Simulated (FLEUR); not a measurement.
An input for FLEUR MaX-R8.1 (patched build s14) (SnTe):

File inp.xml:

```xml
<?xml version="1.0" encoding="UTF-8" standalone="no"?>
<fleurInput fleurInputVersion="0.39">
   <comment>
      SnTe                                                                                                
   </comment>
   <calculationSetup>
      <cutoffs Kmax="3.8" Gmax="11.8" GmaxXC="11.8" numbands="all"/>
      <scfLoop itmax="50" minDistance="0.00001" maxIterBroyd="15" imix="Anderson" alpha="0.05" precondParam="0.0" spinf="2.0"/>
      <coreElectrons ctail="T" frcor="F" kcrel="0" coretail_lmax="0"/>
      <xcFunctional name="PBEsol" relativisticCorrections="F"/>
      <magnetism jspins="1"/>
      <soc l_soc="T" theta="0.0" phi="0.0" spav="F"/>
      <expertModes spex="0" secvar="F"/>
      <geometryOptimization l_f="F" forcealpha="1.0" forcemix="BFGS" epsdisp="0.00001" epsforce="0.00001"/>
      <ldaU l_linMix="F" mixParam="0.05" spinf="1.0"/>
   </calculationSetup>
   <cell>
      <bzIntegration valenceElectrons="44.0" mode="hist" fermiSmearingEnergy="0.00183747">
         <kPointListSelection listName="default-1"/>
         <!-- k-points included here -->
         <xi:include xmlns:xi="http://www.w3.org/2001/XInclude" href="kpts.xml"> </xi:include>
      </bzIntegration>
      <!-- symmetry operations included here -->
      <xi:include xmlns:xi="http://www.w3.org/2001/XInclude" href="sym.xml"> </xi:include>
      <bulkLattice scale="1.0">
         <bravaisMatrix>
            <row-1>    0.0000000000000000     5.7910307547615458     5.7910307547615458</row-1>
            <row-2>    5.7910307547615458     0.0000000000000000     5.7910307547615458</row-2>
            <row-3>    5.7910307547615458     5.7910307547615458     0.0000000000000000</row-3>
         </bravaisMatrix>
      </bulkLattice>
   </cell>
   <atomSpecies>
      <species name="Tellurium (Te)" element="Te" atomicNumber="52">
         <mtSphere radius="2.66" gridPoints="879" logIncrement="0.015"/>
         <atomicCutoffs lmax="11" lnonsphr="8"/>
         <electronConfig flipSpins="F">
            <coreConfig>(1s1/2) (2s1/2) (2p1/2) (2p3/2) (3s1/2) (3p1/2) (3p3/2) (4s1/2) (3d3/2) (3d5/2)</coreConfig>
            <valenceConfig>(4p1/2) (4p3/2) (5s1/2) (4d3/2) (4d5/2) (5p1/2) (5p3/2)</valenceConfig>
            <stateOccupation state="(5p1/2)" spinUp="0.666667" spinDown="0.666667"/>
            <stateOccupation state="(5p3/2)" spinUp="1.333333" spinDown="1.333333"/>
         </electronConfig>
         <energyParameters s="5" p="5" d="5" f="4"/>
         <lo type="SCLO" l="1" n="4" eDeriv="0"/>
         <lo type="SCLO" l="1" n="4" eDeriv="1"/>
         <lo type="SCLO" l="2" n="4" eDeriv="0"/>
         <lo type="SCLO" l="2" n="4" eDeriv="1"/>
         <lo type="SCLO" l="0" n="5" eDeriv="2"/>
         <lo type="SCLO" l="3" n="4" eDeriv="2"/>
      </species>
      <species name="Tin (Sn)" element="Sn" atomicNumber="50">
         <mtSphere radius="2.66" gridPoints="879" logIncrement="0.015"/>
         <atomicCutoffs lmax="11" lnonsphr="8"/>
         <electronConfig flipSpins="F">
            <coreConfig>(1s1/2) (2s1/2) (2p1/2) (2p3/2) (3s1/2) (3p1/2) (3p3/2) (3d3/2) (3d5/2)</coreConfig>
            <valenceConfig>(4s1/2) (4p1/2) (4p3/2) (5s1/2) (4d3/2) (4d5/2) (5p1/2) (5p3/2)</valenceConfig>
            <stateOccupation state="(5p1/2)" spinUp="0.333333" spinDown="0.333333"/>
            <stateOccupation state="(5p3/2)" spinUp="0.666667" spinDown="0.666667"/>
         </electronConfig>
         <energyParameters s="5" p="5" d="4" f="4"/>
         <lo type="SCLO" l="0" n="4" eDeriv="0"/>
         <lo type="SCLO" l="1" n="4" eDeriv="0"/>
         <lo type="SCLO" l="1" n="4" eDeriv="1"/>
         <lo type="SCLO" l="2" n="4" eDeriv="2"/>
         <lo type="SCLO" l="3" n="4" eDeriv="2"/>
      </species>
   </atomSpecies>
   <atomGroups>
      <atomGroup species="Tellurium (Te)">
         <relPos label="                   1">1.000/2.000 1.000/2.000 1.000/2.000</relPos>
         <force calculate="T" relaxXYZ="TTT"/>
      </atomGroup>
      <atomGroup species="Tin (Sn)">
         <relPos label="                   2">.0000000000 .0000000000 .0000000000</relPos>
         <force calculate="T" relaxXYZ="TTT"/>
      </atomGroup>
   </atomGroups>
   <output dos="F" band="F" slice="F">
      <checks vchk="F" cdinf="F"/>
      <bandDOS minEnergy="-.5*Htr" maxEnergy="0.5*Htr" sigma="0.015" storeEVData="T"/>
      <vacuumDOS vacdos="F" integ="F" star="F" nstars="0" locx1="0.0" locy1="0.0" locx2="0.0" locy2="0.0" nstm="0" tworkf="0.0"/>
      <unfoldingBand unfoldBand="F" supercellX="1" supercellY="1" supercellZ="1"/>
      <plotting iplot="0" polar="F">
         <plot TwoD="T" vec1="  1.0  0.0  0.0" vec2="  0.0  1.0  0.0" vec3="  0.0  0.0  1.0" zero="  0.0  0.0  0.0" file="plot"/>
      </plotting>
      <chargeDensitySlicing numkpt="0" minEigenval="0.0" maxEigenval="0.0" nnne="0" pallst="F"/>
      <specialOutput eonly="F"/>
      <magneticCircularDichroism mcd="F" energyLo="-10.0" energyUp="0.0"/>
   </output>
  <!-- We include the file relax.xml here to enable relaxations (see documentation) -->
  <xi:include xmlns:xi="http://www.w3.org/2001/XInclude" href="relax.xml"> <xi:fallback/> </xi:include>
</fleurInput>
```

crystal.txt

```
SnTe
&input cartesian=F /
0.0000000000  3.0644815031  3.0644815031
3.0644815031  0.0000000000  3.0644815031
3.0644815031  3.0644815031  0.0000000000
1.8897261246
1.0 1.0 1.0

2
52 0.5000000000  0.5000000000  0.5000000000
50 0.0000000000  0.0000000000  0.0000000000

&soc 0.0 0.0 /
&kpt div1=5 div2=5 div3=5 gamma=T /
```

Potentials or basis: all-electron, FLAPW.

The run is started by

```console
$ inpgen -f crystal.txt -profile fastHighL
$ # inp.xml edited to the form shown
$ fleur
```

**Question.** Does this run start?

**Answer.** The run stopped without a result. It printed:

Output:

```text
inp.xml:10: Schemas validity error : Element 'xcFunctional', attribute 'name': [facet 'enumeration'] The value 'PBEsol' is not an element of the set {'x-a', 'mjw', 'pz', 'bh', 'wign', 'hl', 'vwn', 'xal', 'l91', 'pw91', 'pbe', 'rpbe', 'Rpbe', 'wc', 'PBEs', 'pbe0', 'hse', 'vhse', 'lhse', 'hf', 'LibXC'}.
      Welcome to FLEUR        (www.flapw.de)
      MaX-Release 8.1          (www.max-centre.eu)
**************FLEUR-Error*****************
Error message: XML document cannot be validated against Schema.
Error occurred in subroutine: xml%ValidateDoc
Hint: If there are no details listed above this message use 'xmllint --xinclude --schema FleurInputSchema.xsd inp.xml'.
*****************************************
 Last known location:
 Last timer:Initialization
 Timerstack:
 Timer:Total Run
 *****************************************
STOP 1
```
